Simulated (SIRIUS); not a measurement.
**Zr4O in SIRIUS: the effect of functional**

Zr4O:

```
Zr O
1.0
     4.15281    0.00000    0.00000
     0.00000    4.15281    0.00000
     0.00000    0.00000    4.15281
Zr O
4 1
Direct
  0.50000 0.50000 0.50000
  0.00000 0.50000 0.50000
  0.50000 0.00000 0.50000
  0.50000 0.50000 0.00000
  0.00000 0.00000 0.00000
```

The cell was built by a generator and needn't be a form met in nature.

Alike in all runs:

| Quantity | Value |
| --- | --- |
| Program | SIRIUS 7.10.0 |
| Task | single point |
| Potentials or basis | PseudoDojo 0.4.1 PBE standard (scalar relativistic) |
| Cutoff | 1152 eV |
| Density cutoff | 4606 eV |
| k mesh | 3 × 3 × 3 |
| Occupations | fermi-dirac, width 0.05 eV |
| Spin | no spin polarisation |

```tsv
functional	pressure (GPa)
LDA	?
PBEsol	102.7
RPBE	112.9
revPBE	112.1
BLYP	120.7
PW91	110.5
AM05	101.4
EV93PW91	126.0
RGE2	103.9
WC	104.5
```

Problem. What does the run with functional LDA give?

Solution. Pressure 99.0 GPa.

Caveats: all runs use coarse meshes; a pressure of tens of GPa on the cell as given is suspect, and the run, the potentials or the cell itself is likely at fault; the potentials were made for another functional, which shifts forces and pressure; the potentials were made for a functional far from this one (some runs).

Runs at the PBE level aren't shown here.
